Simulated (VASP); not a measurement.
# BN in VASP 6.6.1, single-point calculation

INCAR

```
NELM = 79
LWAVE = .FALSE.
LREAL = .FALSE.
NSW = 0
LASPH = .TRUE.
NBANDS = 11
ISIF = 2
GGA = CA
IBRION = -1
EDIFF = 1E-6
PREC = Accurate
ISMEAR = 0
LCHARG = .FALSE.
SIGMA = 0.01
ENCUT = 520
```

KPOINTS

```
KPOINTS created by Atomic Simulation Environment
0
Monkhorst-Pack
12 12 12
0 0 0
```

POSCAR

```
B  N
 1.0000000000000000
     0.0000000000000000    1.8048254637186480    1.8048254637186480
     1.8048254637186480   -0.0000000000000000    1.8048254637186480
     1.8048254637186480    1.8048254637186480    0.0000000000000000
 B   N
   1   1
Cartesian
  0.0000000000000000  0.0000000000000000 -0.0000000000000000
  0.9024127318593240  0.9024127318593240  0.9024127318593240
```

The recommended LDA PAW datasets give the neutral cell 8 valence electrons.

Command

```
mpirun -np 1 vasp_std
```

Task: How does this run end, and what does it give?

Result: It converged. Results: gap between bands v and c on the k mesh 4.55 eV; least direct gap on the k mesh 8.77 eV; pressure -8.4 GPa. Band v is the last that the valence electrons fill when counted band by band, and c is the next.

OSZICAR

```
N       E                     dE             d eps       ncg     rms          rms(c)
DAV:   1     0.660064451875E+01    0.66006E+01   -0.50343E+03  4188   0.719E+02
DAV:   2    -0.201162576104E+02   -0.26717E+02   -0.25919E+02  4752   0.150E+02
DAV:   3    -0.205455880466E+02   -0.42933E+00   -0.42851E+00  4687   0.157E+01
DAV:   4    -0.205460272836E+02   -0.43924E-03   -0.43923E-03  4295   0.625E-01
DAV:   5    -0.205460276902E+02   -0.40659E-06   -0.40658E-06  4589   0.181E-02    0.653E+00
DAV:   6    -0.195492624338E+02    0.99677E+00   -0.32520E+00  4043   0.102E+01    0.309E+00
DAV:   7    -0.194394753392E+02    0.10979E+00   -0.82995E-02  4652   0.235E+00    0.178E+00
DAV:   8    -0.194076702682E+02    0.31805E-01   -0.44668E-02  4445   0.144E+00    0.178E-01
DAV:   9    -0.194075150321E+02    0.15524E-03   -0.92279E-04  4408   0.262E-01    0.828E-02
DAV:  10    -0.194074985348E+02    0.16497E-04   -0.46647E-05  4501   0.629E-02    0.145E-02
DAV:  11    -0.194074990139E+02   -0.47910E-06   -0.11438E-06  2852   0.763E-03
   1 F= -.19407499E+02 E0= -.19407499E+02  d E =-.179607-121
```

The shifted mesh misses Γ, so a band edge there is missed.

For comparison, a separate LDA run of the intended cell, on usual settings and not on those above, gives a gap of 4.35 eV on its mesh and a pressure of -8.5 GPa.
